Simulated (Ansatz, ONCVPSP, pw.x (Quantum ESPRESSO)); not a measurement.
# Equation-of-state test of one ONCV potential (In (Z = 49))

```json
{"Element": "In", "Generator": "ONCVPSP 4.0.1.1 (patched build)", "Type": "optimised norm-conserving Vanderbilt (ONCV)", "Functional": "PBE", "Relativity": "scalar-relativistic", "Frozen core": "[Kr] 4d10", "Valence charge": "3", "Reference configuration": "5s2 5p1", "Partial waves": "5s: rc 2.20 bohr, ncon 5, nbas 8, qcut 2.7 1/bohr, 3 projectors, debl 2.9 Ha; 5p: rc 2.40 bohr, ncon 5, nbas 9, qcut 3.3 1/bohr, 2 projectors, debl 3.2 Ha", "Local potential": "polynomial inside 1.45 bohr (lpopt 5, dvloc0 2 Ha)", "Core correction": "polynomial model core, fcfact 0.4"}
```

Atomic tests: cutoffs needed: 11 Ha and 26 Ha (the cutoffs (Ha) at which the residual kinetic energy of the hardest occupied pseudo-wave falls to 1 and 0.1 mHa per electron) The cutoffs count occupied waves only; projector 3 of the s channel, the hardest unoccupied one, needs 57 Ha at the loose tolerance.; ghost test: no bound ghost flagged; GHOST(+) flagged for p at 107.5 eV, s at 143.4 eV; largest excitation error: -200 meV (all-electron minus pseudo) for 5s1 5p0, out of 4 test configurations.

Crystal test: diamond In in pw.x 7.5, no spin, 8³ k-points, Fermi–Dirac smearing 0.01 Ry, cutoffs 60/240 Ry. The reference is all-electron LAPW (Ansatz 0.2.0) with the same functional, mesh and smearing; V0 and B0 come from Birch–Murnaghan fits to the pressures at five volumes. Errors are pseudo minus all-electron; Δ is the rms difference of the E(V) curves that follow from these fits, minima aligned, over ±6 % about the mean V0. Mesh and smearing are coarse, so the numbers serve the comparison and aren't converged zero-temperature values; the lattice is a test structure that the element need not adopt.

All-electron: a0 = 6.737 Å (V0 = 38.22 Å³/atom), B0 = 20.8 GPa.

Q: How far does the potential miss the all-electron equation of state?

A: mean pressure error (GPa): -7.77. The pressure does not cross zero within the volumes sampled, so no fit is given. This is a poor potential for the solid. The pseudo pressure rises with volume over part of the range, a mechanical instability.

```csv
V (Å³/atom),P all-electron (GPa),P pseudo (GPa)
36.331,1.25,-7.71
37.287,0.56,-7.73
38.243,-0.01,-7.71
39.199,-0.49,-7.67
40.155,-0.87,-7.60
```

Q: At the middle volume, how do free energy and pressure move when the wave cutoff is lowered (ecutrho kept at four times it)?

A:

```tsv
cutoff (Ry)	shift of F (meV/atom)	shift of P (GPa)
27	+26.6	-0.09
36	+19.8	-0.05
48	+6.6	-0.09
```

Input at the middle volume:

```
&control
  calculation='scf', prefix='x', pseudo_dir='./', outdir='./tmp', tstress=.true., disk_io='low'
/
&system
  ibrav=0, nat=2, ntyp=1, ecutwfc=60, ecutrho=240, nbnd=10,
  occupations='smearing', smearing='fd', degauss=0.01
/
&electrons
  conv_thr=1e-09, mixing_beta=0.4, electron_maxstep=70
/
ATOMIC_SPECIES
In 1.0 In.UPF
CELL_PARAMETERS angstrom
  0.00000000 3.36912650 3.36912650
  3.36912650 0.00000000 3.36912650
  3.36912650 3.36912650 0.00000000
ATOMIC_POSITIONS crystal
In 0.0000 0.0000 0.0000
In 0.2500 0.2500 0.2500
K_POINTS automatic
8 8 8 0 0 0
```

```bash
pw.x < In.scf.in > In.scf.out
```

Lines of the output:

```
Message from routine setup:
     using ibrav=0 with symmetry is DISCOURAGED, use correct ibrav instead
     lattice parameter (alat)  =       9.0039  a.u.
     unit-cell volume          =     516.1531 (a.u.)^3
     number of electrons       =         6.00
     number of Kohn-Sham states=           10
     kinetic-energy cutoff     =      60.0000  Ry
     charge density cutoff     =     240.0000  Ry
     scf convergence threshold =      1.0E-09
     Exchange-correlation= PBE
     number of k points=    29  Fermi-Dirac smearing, width (Ry)=  0.0100
     iteration #  1     ecut=    60.00 Ry     beta= 0.40
     total energy              =     -13.93114602 Ry
     estimated scf accuracy    <       0.01238844 Ry
     iteration #  2     ecut=    60.00 Ry     beta= 0.40
     total energy              =     -13.93104375 Ry
     estimated scf accuracy    <       0.00414944 Ry
     iteration #  3     ecut=    60.00 Ry     beta= 0.40
     total energy              =     -13.93116436 Ry
     estimated scf accuracy    <       0.00002141 Ry
     iteration #  4     ecut=    60.00 Ry     beta= 0.40
     c_bands:  1 eigenvalues not converged
     total energy              =     -13.93122315 Ry
     estimated scf accuracy    <       0.00000387 Ry
     iteration #  5     ecut=    60.00 Ry     beta= 0.40
     total energy              =     -13.93122356 Ry
     estimated scf accuracy    <       0.00000018 Ry
     iteration #  6     ecut=    60.00 Ry     beta= 0.40
     total energy              =     -13.93122367 Ry
     estimated scf accuracy    <       0.00000004 Ry
     iteration #  7     ecut=    60.00 Ry     beta= 0.40
     the Fermi energy is     1.3557 ev
!    total energy              =     -13.93122368 Ry
     estimated scf accuracy    <          2.2E-10 Ry
     smearing contrib. (-TS)   =      -0.00989874 Ry
     The total energy is F=E-TS. E is the sum of the following terms:
     one-electron contribution =       2.48136515 Ry
     hartree contribution      =       0.49301273 Ry
     xc contribution           =      -9.28092882 Ry
     ewald contribution        =      -7.61477400 Ry
     convergence has been achieved in   7 iterations
          total   stress  (Ry/bohr**3)                   (kbar)     P=      -77.13
```

The run at the middle volume (29 k-points, 7 iterations) took about 44 s on one core of a shared host (Neoverse-N1, 64 threads, 124 GiB, load 61).
